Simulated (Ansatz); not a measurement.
Runs of Ansatz 0.2.0 on Hf. It takes space group Pm-3m (No. 221, cubic). Conventional cell: a = 2.914 Å, b = 2.914 Å, c = 2.914 Å, α = 90.00°, β = 90.00°, γ = 90.00°. Around Hf (site symmetry m-3m) lie 6 Hf at 2.91 Å. The cell was built by a generator and needn't be a form met in nature.

```tsv
task	level	cell	k mesh	cutoff (eV)	mesh quality	gap on the mesh (eV)	pressure (GPa)
projected density of states	r2SCAN	as given	5 × 5 × 5	500	coarse	none	(a)
projected density of states	LDA	as given	5 × 5 × 5	420	coarse	none	-5.5
projected density of states	PBE0	as given	5 × 5 × 5	420	coarse	none	1.2
projected density of states	r2SCAN0	as given	5 × 5 × 5	500	coarse	none	0.5
relaxation of cell and atoms	PBE+D3(BJ)-ATM	relaxed	9 × 9 × 9	420	not flagged	none	0.0
```

Alike in all rows: potentials or basis Ansatz PAW; no spin polarisation; smearing fermi-dirac 0.05 eV.

Estimate the missing entries.

(a) -0.1.

Caveats: some runs use coarse meshes; the PAW data sets come from PBE, with cores solved anew for the run's functional, which leaves a small shift of forces and pressure (some runs); the density of states is complete only up to the lowest level of the last band computed (some runs); the thresholds are loose for stress (some runs); the plane-wave basis is chosen anew once the cell has moved, so the energies of steps on either side of that aren't comparable (some runs); pairwise dispersion overbinds metals, which lowers pressure and volume (some runs).

A k mesh can miss the band edges, and the runs leave out spin-orbit coupling on Hf.

A gap of «none» marks a metal or a gap under the smearing width.
